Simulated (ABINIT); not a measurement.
Crystal: Ag.

```
Ag
1.0
     0.00000    2.04275    2.04275
     2.04275    0.00000    2.04275
     2.04275    2.04275    0.00000
Ag
1
Direct
  0.00000 0.00000 0.00000
```

Base run:

| Quantity | Value |
| --- | --- |
| Program | ABINIT 10.8.3 (patched build) |
| Functional | OLYP |
| Potentials or basis | PseudoDojo NC SR PBE v0.4.1 standard |
| Cutoff | 1116 eV |
| k mesh | 11 × 11 × 11 |
| Occupations | fermi-dirac, width 0.05 eV |
| Spin | no spin polarisation |

Its results: band gap on the k mesh none (metal or under the smearing width); pressure 6.2 GPa.

Problem. After a change of settings the same cell gave: band gap on the k mesh none (metal or under the smearing width); pressure 11.2 GPa. Which change was it?
A. functional from OLYP to revPBE; potentials or basis from PseudoDojo NC SR PBE v0.4.1 standard to JTH PAW PBE v2.0; cutoff from 1116 eV to 463 eV; valence electrons from 19 to 11
B. functional from OLYP to PBEsol; potentials or basis from PseudoDojo NC SR PBE v0.4.1 standard to PseudoDojo NC SR PBEsol v0.4 stringent
C. functional from OLYP to rPW86PBE
D. functional from OLYP to r2SCAN; potentials or basis from PseudoDojo NC SR PBE v0.4.1 standard to JTH PAW LDA v2.0; cutoff from 1116 eV to 544 eV; valence electrons from 19 to 11

Solution. C.

Caveats: the potentials were made for another functional, which shifts forces and pressure.

Runs at the PBE level aren't shown here.
